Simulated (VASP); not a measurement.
Set up this calculation in VASP 6.6.1, as the native input.

```
Task                   : relaxation of the atoms
Functional             : PBE
Potentials or basis    : VASP PAW PBE potentials, release 64 (Ag)
Cutoff                 : 520 eV
k mesh                 : 13 × 13 × 1
Occupations            : methfessel-paxton, width 0.1 eV
Spin                   : no spin polarisation
Dipole correction      : yes
Further INCAR settings : ALGO = Normal; EDIFF = 1e-06; IBRION = 2; EDIFFG = -0.02; NSW = 90
```

The structure of Ag lies in POSCAR:

```
Ag
1.0
    1.4613884900      2.5311991400      0.0000000000
   -2.9227769700      0.0000000000      0.0000000000
    0.0000000000      0.0000000000     25.4327247600
Ag
3
Direct
    0.0000000000      0.0000000000      0.4070435700
    0.6666670000      0.3333330000      0.5000000000
    0.3333330000      0.6666670000      0.5929564300
```

The cell was built by a generator and needn't be a form met in nature.

These files were run (other wordings do the same):

INCAR

```
PREC     = Accurate       # precision mode
ENCUT    = 520            # plane-wave cutoff, eV
EDIFF    = 1E-6           # SCF threshold, eV
ISMEAR   = 1              # smearing method
SIGMA    = 0.1            # smearing width, eV
LREAL    = False          # projectors in reciprocal space
LASPH    = True           # aspherical terms in the spheres
NELM     = 120            # most SCF steps
ALGO     = Normal         # electronic algorithm
ISIF     = 2              # what is computed and relaxed
LWAVE    = False          # write WAVECAR
LCHARG   = False          # write CHGCAR
LDIPOL   = True         
IDIPOL   = 3            
DIPOL    = 0.5 0.5 0.500
GGA      = PE             # functional
IBRION   = 2              # ionic algorithm
NSW      = 90             # ionic steps
EDIFFG   = -0.02          # ionic threshold
KPAR     = 2
```

KPOINTS

```
regular mesh
0
Gamma
  13 13 1
```

Potentials or basis: VASP PAW PBE potentials, release 64 (Ag).

The run is started by

```console
$ cat potpaw_PBE.64/Ag/POTCAR > POTCAR
$ mpirun -np 2 vasp_std > vasp.out
```

Results of the run:

The energy gained by relaxing is 1.2 meV/atom. The ionic steps are 5 and the band gap on the k mesh is none (metal or under the smearing width).

Wall time 2.5 min on 2 MPI ranks on Intel(R) Xeon(R) Platinum 8375C CPU @ 2.90GHz (Ice Lake), with other jobs on the host, peak memory 0.34 GiB a rank.
